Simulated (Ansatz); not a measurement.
# MgS (F-43m):H_i (bond centre, by S), thermodynamic levels from a 72-atom cell

Charge states of H_i (bond centre, by S) in MgS (F-43m), set against the band edges. Model: a cell of 72 host atoms with 1 H put in.

Method: place-levels on PBEsol runs: charge-transition levels and formation energies with image-charge correction and potential alignment at the atomic sites, in Ansatz 0.2.0.

## (1) Starting point

The cell holds 73 atoms: 36 Mg, 36 S and 1 H. Cell: a = 11.989 Å, b = 11.989 Å, c = 15.985 Å, α = 60.0°, β = 60.0°, γ = 60.0°. It derives from MgS (space group F-43m). Nearest the centre at fractional (0.375, 0.542, 0.531): H73 at 0.00 Å, Mg45 at 1.22 Å, S38 at 1.22 Å, S46 at 3.08 Å, S44 at 3.08 Å, S22 at 3.08 Å, Mg61 at 3.08 Å, Mg39 at 3.08 Å.

The host's dielectric constants go in as inputs: 4.14 for the electrons alone, 6.69 with the ions, computed on the host (DFPT, PBEsol).

The cell's shortest repeat is 12.0 Å.

## (2) What was run first

A transition level is the Fermi level at which two charge states cost the same, so each charge needs its own total energy, at its own relaxed structure.

The atoms start from small random displacements. Forces are taken at the zone centre alone. The cell holds 1 electron more than the neutral one, with a uniform background that keeps it neutral on the whole.

One state's input; the others differ in charge, spin, start and seed, and in occupations where the table says so.

qm1.relax/input.yaml

```yaml
crystal:
  lattice:
    - [0.0, 8.4772986, 8.4772986]
    - [8.4772986, 0.0, 8.4772986]
    - [11.3030648, 11.3030648, 0.0]
  atoms:
    - { symbol: Mg, position: [0.0, 0.0, 0.0] }
    - { symbol: S, position: [0.08333333, 0.08333333, 0.0625] }
[... 13 atom lines left out ...]
    - { symbol: S, position: [0.08333333, 0.41666667, 0.8125] }
[... 4 atom lines left out ...]
    - { symbol: Mg, position: [0.0, 0.66666667, 0.5] }
    - { symbol: S, position: [0.08333333, 0.75, 0.5625] }
    - { symbol: Mg, position: [0.0, 0.66666667, 0.75] }
[... 12 atom lines left out ...]
    - { symbol: S, position: [0.41666667, 0.41666667, 0.3125] }
    - { symbol: Mg, position: [0.33333333, 0.33333333, 0.5] }
    - { symbol: S, position: [0.41666667, 0.41666667, 0.5625] }
    - { symbol: Mg, position: [0.33333333, 0.33333333, 0.75] }
    - { symbol: S, position: [0.41666667, 0.41666667, 0.8125] }
[... 2 atom lines left out ...]
    - { symbol: Mg, position: [0.33333333, 0.66666667, 0.25] }
    - { symbol: S, position: [0.41666667, 0.75, 0.3125] }
    - { symbol: Mg, position: [0.33333333, 0.66666667, 0.5] }
    - { symbol: S, position: [0.41666667, 0.75, 0.5625] }
    - { symbol: Mg, position: [0.33333333, 0.66666667, 0.75] }
[... 12 atom lines left out ...]
    - { symbol: S, position: [0.75, 0.41666667, 0.3125] }
    - { symbol: Mg, position: [0.66666667, 0.33333333, 0.5] }
    - { symbol: S, position: [0.75, 0.41666667, 0.5625] }
[... 4 atom lines left out ...]
    - { symbol: Mg, position: [0.66666667, 0.66666667, 0.25] }
[... 1 atom line left out ...]
    - { symbol: Mg, position: [0.66666667, 0.66666667, 0.5] }
[... 3 atom lines left out ...]
    - { symbol: H, position: [0.375, 0.541667, 0.53125] }
  host:
    repeats: [3, 3, 4]
    atoms:
      - { symbol: Mg, position: [0.0, 0.0, 0.0] }
      - { symbol: S, position: [0.25, 0.25, 0.25] }
total_charge: -1
basis:
  ecutwfc: 420
  xc_grid: 2
hamiltonian:
  xc: pbesol
kpoints:
  mp_grid: { grid: [1, 1, 1] }
scf:
  occupations: { method: fixed }
  max_iter: 60
output:
  forces: true
  charged_corrections:
    epsilon: 4.14
    static_epsilon: 6.69
    defect_position: [0.375, 0.541667, 0.53125]
relax:
  f_tol: 0.02
  max_steps: 80
  random_displacement: { seed: 4612 }
checkpoint:
  write: "../qm1.relax.run"
  compress: false
  write_wavefunctions: true
  write_every: 100000
```

On the command line:

```sh
ansatz run input.yaml --threads 4 --pin off --max-ram 6594MiB --backend cpu --events-out ev --progress --plain --runs-dir out
```

The run of this state that the levels use, under PBEsol:

qm1.point/input.yaml

```yaml
crystal:
  checkpoint: "../qm1.relax.run"
  host: checkpoint
total_charge: -1
basis:
  ecutwfc: 420
  xc_grid: 2
hamiltonian:
  xc: pbesol
kpoints:
  mp_grid: { grid: [1, 1, 1] }
scf:
  occupations: { method: fixed }
  max_iter: 60
output:
  forces: true
  eigenvalues: true
  charged_corrections:
    epsilon: 4.14
    static_epsilon: 6.69
    defect_position: [0.375, 0.541667, 0.53125]
  eigenstates: { localisation: true }
  populations: true
  band_densities: [{ bands: [v1, v1] }, { bands: [c1, c1] }]
  write_density: true
  write_potential: true
  volumetric_format: npy
checkpoint:
  read: "../qm1.relax.run"
  write: "../qm1.point.run"
  compress: false
  write_wavefunctions: false
  write_every: 100000
```

Relaxations under PBEsol at the zone centre alone; times on 4 threads of Arm Neoverse V2, shared host:

| charge | moment (μB) | occupations | outcome | steps | largest displacement against the far atoms (Å) | time |
| --- | --- | --- | --- | --- | --- | --- |
| −1 | 0 | fixed | converged | 31 | 2.33 | 4.3 min |
| 0 | 1 | fixed | converged | 9 | 0.64 | 3.3 min |
| +1 | 0 | fixed | converged | 21 | 1.75 | 3.2 min |

Single points under PBEsol at the zone centre alone; times on 4 threads of Arm Neoverse V2, shared host:

| charge | moment (μB) | occupations | outcome | time |
| --- | --- | --- | --- | --- |
| −1 | 0 | fixed | converged | 11 s |
| 0 | 1 | fixed | converged | 25 s |
| +1 | 0 | fixed | converged | 11 s |

Distances (Å) from H73 to the nearest atoms after relaxation with PBEsol:

| charge | moment (μB) | 1. | 2. | 3. | 4. | 5. | 6. |
| --- | --- | --- | --- | --- | --- | --- | --- |
| −1 | 0 | Mg 2.10 | Mg 2.14 | Mg 2.15 | Mg 2.15 | S 2.95 | S 2.95 |
| 0 | 1 | S 1.55 | Mg 1.96 | Mg 3.01 | Mg 3.04 | Mg 3.09 | S 3.35 |
| +1 | 0 | S 1.38 | Mg 2.62 | Mg 2.65 | Mg 2.65 | S 2.76 | S 2.81 |

## (3) Placing the levels, PBEsol

A charged cell interacts with its images and the background, and its potential has another zero than the host's. place-levels removes the first by a point-charge model, screened by the static dielectric constant since the ions have relaxed around the charge, and the second by comparing potentials at atoms far from the defect.

The host is a run of the defect-free crystal in the same cutoffs, grids and k-points, so that basis and sampling errors cancel in part in the differences. The host is run in a cell of 2 atoms on a matching mesh. Its band edges are searched through the zone by a band path, so the gap is smaller than, or equal to, that on the mesh. Chemical potentials are energies per atom of H (H2 molecule), run with the same functional and cutoff.

levels.point.yaml

```yaml
host:
  run: host.point.run
states: [qm1.point.run, q0_M1.point.run, qp1.point.run]
geometry_from:
  qm1.point.run: qm1.relax.run
  q0_M1.point.run: q0_M1.relax.run
  qp1.point.run: qp1.relax.run
  host.point.run: host.relax.run
chemical_potentials:
  H:
    energy: -15.609288
    dataset: "<sha256 of the dataset>"
```

On the command line:

```sh
ansatz place-levels levels.point.yaml -- --threads 4 --pin off --max-ram 6594MiB
```

Numbers of over 12 decimals in the logs are rounded to 6 here.

What it wrote:

```text
[... repeated set-up lines and file paths are left out, and long positions are rounded to six places ...]
(+1/0) 2.903 eV above the valence edge, 0.403 eV under the conduction edge; not on the lower envelope
(0/-1) 0.712 eV above the valence edge, 2.593 eV under the conduction edge; not on the lower envelope
(+1/-1) 1.808 eV above the valence edge, 1.498 eV under the conduction edge: charges between them are lowest nowhere
formation energy of charge +1: -0.471 eV with the Fermi level at the valence edge
formation energy of charge 0: +2.432 eV with the Fermi level at the valence edge
formation energy of charge -1: +3.145 eV with the Fermi level at the valence edge
  edges by pbesol, gap 3.306 eV; the host is sampled to repeats of 11.99 Å
  the defect's cells are sampled to repeats of 11.99 Å, like sampling
  charge +1: -100808.7805 eV with its correction of +0.275 eV, at epsilon 6.69, aligned at sites: +0.0143 eV, mean over 34 atomic sites at or beyond 5.99 Å from the defect at [0.3750, 0.5417, 0.5313], with +0.017082 for the charge's moments and without [...]
  charge 0: +0.000 eV for its dipole among its images, +0.006 omitted
  charge -1: -100798.8766 eV with its correction of +0.231 eV, at epsilon 6.69, aligned at sites: +0.0293 eV, mean over 34 atomic sites at or beyond 5.99 Å from the defect at [0.3750, 0.5417, 0.5313], with -0.019334 for the charge's moments and without [...]
  of states[2] (qp1.point.run): how wide its charge is, is not read beside other atoms or cores, and a band state would take no correction. [...]
  of states[1] (q0_M1.point.run): its only k-point is the zone centre, where a defect's energies can be off by tenths of an eV or more: see "From the zone centre to a mesh" in the quickstart; [...]
  of states[0] (qm1.point.run): how wide its charge is, is not read beside other atoms or cores, and a band state would take no correction. [...]
```

Wall time 0.17 s (4 threads of Arm Neoverse V2, shared host).

Levels between the charges placed, in eV above the valence top:

|  | gap (eV) | (+1/0) | (0/−1) |
| --- | --- | --- | --- |
| PBEsol | 3.31 | 2.90 | 0.71 |

Corrections by state:

| charge | moment (μB) | image terms and alignment (eV) | band filling (eV) | ε used | over the lowest of its charge, as the program ranks them, band filling apart (eV) |
| --- | --- | --- | --- | --- | --- |
| +1 | 0.0 | 0.275 | - | 6.69 | 0.000 |
| 0 | 1.0 | 0.000 | - | - | 0.000 |
| −1 | 0.0 | 0.231 | - | 6.69 | 0.000 |

From the program's caveats on the states, each cut to its opening words:

- charge +1, −1: how wide its charge is, is not read beside other atoms or cores, and a band state would take no correction
- charge +1, 0 (1 μB), −1: its only k-point is the zone centre, where a defect's energies can be off by tenths of an eV or more
- charge +1: its displacements don't fall off away from the defect: farther atoms stand 0.015 Å off the host's places
- charge 0 (1 μB): its displacements don't fall off away from the defect: farther atoms stand 0.025 Å off the host's places
- charge −1: the far atoms show a dipole or second moment of the defect's charge, for which the correction takes or leaves out 0.068 eV: further moments aren't read, and [...]
- charge −1: its displacements don't fall off away from the defect: farther atoms stand 0.044 Å off the host's places

The host's formation energy from the elements is -1.415 eV per atom; it sets how far the chemical potentials can move.

Limit set by the element alone; other compounds of these elements are not counted. Chemical potentials from the elements' reference states: Mg 0.00 eV, S -2.83 eV, H 0.00 eV. Formation energies (Mg-rich), with the Fermi level at the valence top and at the conduction bottom (gap 3.31 eV):

| charge | at valence top (eV) | at conduction bottom (eV) | correction included (eV) |
| --- | --- | --- | --- |
| +1 | -0.47 | 2.84 | 0.27 |
| 0 | 2.43 | 2.43 | 0.00 |
| −1 | 3.14 | -0.16 | 0.23 |

Fermi level (eV), lowest formation energy (eV) and a bar from the least value:
```
     0.00      -0.47 
     0.30      -0.17 #####
     0.60       0.13 ##########
     0.90       0.43 ###############
     1.20       0.73 ####################
     1.50       1.03 #########################
     1.80       1.33 ##############################
     2.10       1.04 #########################
     2.40       0.74 ####################
     2.71       0.44 ###############
     3.01       0.14 ##########
     3.31      -0.16 #####
```

Limit set by the element alone; other compounds of these elements are not counted. Chemical potentials from the elements' reference states: S 0.00 eV, Mg -2.83 eV, H 0.00 eV. Formation energies (S-rich), with the Fermi level at the valence top and at the conduction bottom (gap 3.31 eV):

| charge | at valence top (eV) | at conduction bottom (eV) | correction included (eV) |
| --- | --- | --- | --- |
| +1 | -0.47 | 2.84 | 0.27 |
| 0 | 2.43 | 2.43 | 0.00 |
| −1 | 3.14 | -0.16 | 0.23 |

Fermi level (eV), lowest formation energy (eV) and a bar from the least value:
```
     0.00      -0.47 
     0.30      -0.17 #####
     0.60       0.13 ##########
     0.90       0.43 ###############
     1.20       0.73 ####################
     1.50       1.03 #########################
     1.80       1.33 ##############################
     2.10       1.04 #########################
     2.40       0.74 ####################
     2.71       0.44 ###############
     3.01       0.14 ##########
     3.31      -0.16 #####
```

## (4) Results

```
gap of the host                                                          : 3.31 eV (PBEsol)
level (plus 1/0)                                                         : 2.90 eV above the valence top, not a change between lowest states
level (0/minus 1)                                                        : 0.71 eV above the valence top, not a change between lowest states
level (plus 1/minus 1)                                                   : 1.81 eV above the valence top
lowest of the charges placed, just above the valence top (0.02 eV)       : +1
lowest of the charges placed, just below the conduction bottom (0.02 eV) : −1
lowest formation energy at mid-gap of the charges run, Mg-rich           : 1.18 eV
lowest formation energy at mid-gap of the charges run, S-rich            : 1.18 eV
```

In words: Of the charges placed (−1, 0 and +1), the lowest changes at 1.81 eV (+1/−1) above the valence top, in a gap of 3.31 eV. (+1/−1) passes over charge 0, which lies 1.10 eV above the two there; a lower structure or spin state of it, if missed, would change that. Charges above +1 and below −1 were not placed, so these runs say nothing of levels that involve them. States placed: +1 at 0 μB; 0 at 1 μB; −1 at 0 μB. Other spin states or structures, where not listed, weren't placed. At charge −1 and +1 the atom put in ends up to 2.3 Å from its starting place, so the name tells the start alone and the levels can join different sites. H is taken at its element; compounds, which aren't counted here, bound the chemical potentials and would shift these formation energies. At these k-points the host's energy lies 0.026 eV an atom over its dense-mesh value, so formation energies, which change the electron count of bands, can be off by tenths of an eV. Limits: sampling at the zone centre alone can move energies of charged and open-shell states by tenths of an eV or more in cells of this size; PBEsol makes the gap too small and tends to spread out bound carriers.

[Logs are printed without paths, hosts, clocks, repeated set-up lines and the standing remarks that a program may print on its own settings, such as how far it seeks lower states.]

[Hosts, paths, dates, database ids (printed as entryN), source tags and the programs' standing remarks are cut or masked in the printed files.]

[Where a table of states has a column of steps, it counts the stored structures, which are thinned; the runs took as many ionic steps or more.]

[A defect's name tells the site on which it was built; relaxed atoms can leave that site.]

[For some hosts the program warned that the k-mesh of the response run may be too coarse for force constants and the static dielectric constant; such warnings are not shown here.]
